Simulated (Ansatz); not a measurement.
These are results of DFT PBE, scalar-relativistic, plane waves, PAW (Ansatz 0.2.0), not measurements. All cells share a 420 eV cutoff and Γ-centred k meshes spaced at most about 0.3 Å⁻¹ (about 0.25 or finer for metals, 2π included). Spin is collinear in cells that carry moments; the others ran without spin or lost their moments.

Temperature and zero-point effects are left out.

Two relaxed structures of CoSn:

A. (parallel moments up to 0.8 μB)

```
CELL_PARAMETERS angstrom
3.16029 0.00000 0.00000
0.00000 3.16029 0.00000
0.00000 0.00000 3.16029
ATOMIC_POSITIONS crystal
Sn 0.50000 0.50000 0.50000
Co 0.00000 0.00000 0.00000
```

B. (no moments)

```
CELL_PARAMETERS angstrom
5.29661 0.00000 0.00000
-2.64831 4.58700 0.00000
0.00000 0.00000 4.23024
ATOMIC_POSITIONS crystal
Co 0.00000 0.50000 0.00000
Co 0.50000 0.50000 0.00000
Co 0.50000 0.00000 0.00000
Sn 0.66667 0.33333 0.50000
Sn 0.33333 0.66667 0.50000
Sn 0.00000 0.00000 0.00000
```

Question: Which is lower in energy, and by how much?

Answer: B is lower, by 261 meV/atom. A has the caesium chloride type, space group Pm-3m (No. 221), 15.8 Å³/atom and no gap on its mesh; B has the CoSn type, space group P6/mmm (No. 191), 17.1 Å³/atom and no gap. Counting all near atoms (those within 1.25 times the shortest distance at each site; a plus sign parts nearer from farther groups; a slash parts the counts of unlike sites), A has Co 8+6, Sn 8+6 and B has Co 10, Sn 6/6+3. Their magnetic states differ too. The lower one is the more open, so pressure narrows the difference. Origin: A, invented; B, reached from a Materials Project cell.

A magnetic state wasn't ruled out in cells without spin, among them P6/mmm. Another magnetic order may lie lower. Cells relaxed within their symmetry can be saddle points.

The kagome structure's preference by 261 meV/atom agrees with the known crystal form of CoSn and is too large for ordinary vibrational differences to overturn. Density doesn't decide the matter: B is the more open structure, yet both its Co–Co and its shortest Co–Sn contacts are shorter than those in A. In the caesium chloride arrangement, large Sn atoms surround each Co and hold the Co atoms apart. The kagome net brings Co atoms together while keeping Sn within bonding reach, so B probably gains from both Co d–d bonding and Co d–Sn p hybridisation, at the cost of less efficient packing. The moments in A fit the narrower d states expected at its longer Co–Co separation, but the comparison doesn't establish that the change of structure quenches magnetism. A lower-energy magnetic solution for B would only strengthen its preference over the A state computed here. The ordering of these two structures doesn't show whether CoSn is stable against separation into Co-richer and Sn-richer compounds.
